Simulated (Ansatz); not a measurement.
**Bi: energy along a strain**

Bi, Im-3m, a = 3.963 Å (as given, not relaxed at this level: -1.7 GPa). This isn't the element's structure at ambient conditions. Ansatz: PBE+D3(BJ), PAW, 420 eV, Γ-centred 18×18×18 mesh on 1 atom, Gaussian smearing 0.15 eV; no spin polarisation. Cell vectors (Å): -1.981 1.981 1.981; 1.981 -1.981 1.981; 1.981 1.981 -1.981. The cell is strained by x per cent times the pattern (1 -1 0 0 0 0) in the order xx yy zz yz xz xy (engineering shears), with fractional coordinates held. y is the free energy over the start, V0 = 31.117 Å³/atom. Symmetry makes y even in x.

```tsv
x (%)	y (meV/atom)
-4.00	?
-2.00	0.28
0.00	0.00
0.50	0.02
1.00	0.08
1.50	0.16
2.50	0.45
3.00	0.69
3.50	1.00
```

Question: Fit y = c2 x² + c4 x⁴ to the other rows, get the stiffness along the pattern, and predict the missing energy.

Answer: Least squares on the rows shown. y = 0.06455 x² + 0.001376 x⁴. The clamped-ion stiffness p·C·p = 2 × 0.6455 eV × 160.2 / 31.117 Å³ = 6.6 GPa (second derivative at the start, which stands under stress). With a term in x⁶ added, the coefficient of x² becomes 0.07038, 9 % more, which shows how far this figure hangs on the form. At x = -4.00 the fit asked for gives 1.39 meV/atom. The run gave 1.42 meV/atom, so the fit is 0.03 meV/atom too low, a small miss on the scale of the series.

Spin–orbit coupling is left out, which can shift energies with elements as heavy as these.